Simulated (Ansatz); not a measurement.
# Br: the cost of one run

Method: DFT PBE, scalar-relativistic, plane waves, PAW, in Ansatz 0.2.0.

1 further run of the same task is left out (it didn't finish).

## (1) Starting point

The structure is cubic, space group Pm-3m (No. 221). The conventional cell has a = 4.598 Å, b = 4.598 Å, c = 4.598 Å, α = 90.00°, β = 90.00°, γ = 90.00°. Br (site symmetry 4/mmm) has 8 Br at 3.25 Å as nearest neighbours.

Coordinates:

```xyz
3
Lattice="4.5976 0.0000 0.0000 0.0000 4.5976 0.0000 0.0000 0.0000 4.5976" Properties=species:S:1:pos:R:3 pbc="T T T"
Br    2.2988    0.0000    0.0000
Br    0.0000    2.2988    0.0000
Br    0.0000    0.0000    2.2988
```

The structure comes from the Materials Project (structure only).

## (2) A distortion that keeps the symmetry

Against the listed cell: strain xx, yy, zz, yz, xz, xy = +2.9, +2.9, +2.9, +0.0, +0.0, +0.0 %.

input.yaml reads:

```yaml
crystal:
  lattice:
    - [4.733086869, 0.0, 0.0]
    - [0.0, 4.733086869, 0.0]
    - [0.0, 0.0, 4.733086869]
  atoms:
    - { symbol: Br, position: [0.5, 0.0, 0.0], spin: 1.0 }
    - { symbol: Br, position: [0.0, 0.5, 0.0], spin: 1.0 }
    - { symbol: Br, position: [0.0, 0.0, 0.5], spin: 1.0 }
basis:
  ecutwfc: 420
kpoints:
  mp_grid: { grid: [10, 10, 10] }
hamiltonian:
  xc: pbe
scf:
  occupations: { method: gaussian, width: 0.1 }
output:
  forces: true
  stress: true
  eigenvalues: true
  populations: true
magnetization:
  spin_polarized: true
```

Command:

```bash
ansatz run input.yaml --threads 1 --pin off --max-ram 2560MiB --backend cpu --events-out ev --progress --plain --runs-dir out
```

What time and memory should one allow on 1 thread of an x86-64 CPU, shared host?

About 29 s, with a peak of 0.44 GiB.
